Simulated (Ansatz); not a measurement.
Write the native input for Ansatz 0.2.0 that does the following.

```yaml
Task: relaxation of cell and atoms
Functional: B3LYP
Potentials_or_basis: Ansatz PAW
Cutoff: "420 eV (not typed: the program's choice for these potentials)"
k_mesh: 5 × 5 × 5
Occupations: fermi-dirac, width 0.05 eV
Spin: collinear spin, ferromagnetic start
Starting_moments: "[3.0, 0.0] μB"
```

Crystal: AlFe.

```xyz
2
Lattice="2.9100 0.0000 0.0000 0.0000 2.9100 0.0000 0.0000 0.0000 2.9100" Properties=species:S:1:pos:R:3 pbc="T T T"
Fe    1.4550    1.4550    1.4550
Al    0.0000    0.0000    0.0000
```

The input as run:

input.yaml

```yaml
crystal:
  lattice:
    - [2.91, 0.0, 0.0]
    - [0.0, 2.91, 0.0]
    - [0.0, 0.0, 2.91]
  atoms:
    - { symbol: Fe, position: [0.5, 0.5, 0.5], spin: 3.0 }
    - { symbol: Al, position: [0.0, 0.0, 0.0] }
hamiltonian:
  xc: b3lyp
  pseudopotentials: { kind: paw }
magnetization:
  spin_polarized: true
kpoints:
  mp_grid: { grid: [5, 5, 5] }
scf:
  occupations: { method: fermi_dirac, width: 0.05 }
output:
  forces: true
  stress: true
relax:
  f_tol: 0.01
  max_steps: 40
  cell: { stress_tol: 0.05 }
```

Potentials or basis: Ansatz PAW.

The run is started by

```sh
$ ansatz run input.yaml --threads 2 --pin off --max-ram 5632MiB --backend cpu --events-out ev --progress --plain --runs-dir out
```

It gave:

| Item | Value |
| --- | --- |
| Relaxed volume | 11.73 Å³/atom |
| Relaxed cell | a = 2.863 Å, b = 2.863 Å, c = 2.863 Å, α = 90.00°, β = 90.00°, γ = 90.00° |
| Space group after relaxing (to 0.05 Å) | Pm-3m (No. 221) |
| Energy gained by relaxing | 15.5 meV/atom |
| Ionic steps | 5 |
| Pressure after relaxing | 0.0 GPa |
| Band gap on the k mesh | none (metal or under the smearing width) |
| Net moment | 0.87 μB per cell |
| Absolute moment | 1.18 μB per cell |
| Site moments | Fe +1.01; Al -0.07 μB |

Caveat: the k mesh is coarse (spacing up to 0.43 Å⁻¹), so the values aren't converged, least of all with exact exchange; the magnetic or orbital state may not be the lowest; the plane-wave basis is chosen anew once the cell has moved, so the energies of steps on either side of that aren't comparable; the PAW data sets come from PBE, with cores solved anew for the run's functional, which leaves a small shift of forces and pressure.

Wall time 72 s on 2 threads of Intel(R) Xeon(R) Platinum 8488C (Sapphire Rapids), on a shared host, peak memory 0.75 GiB.
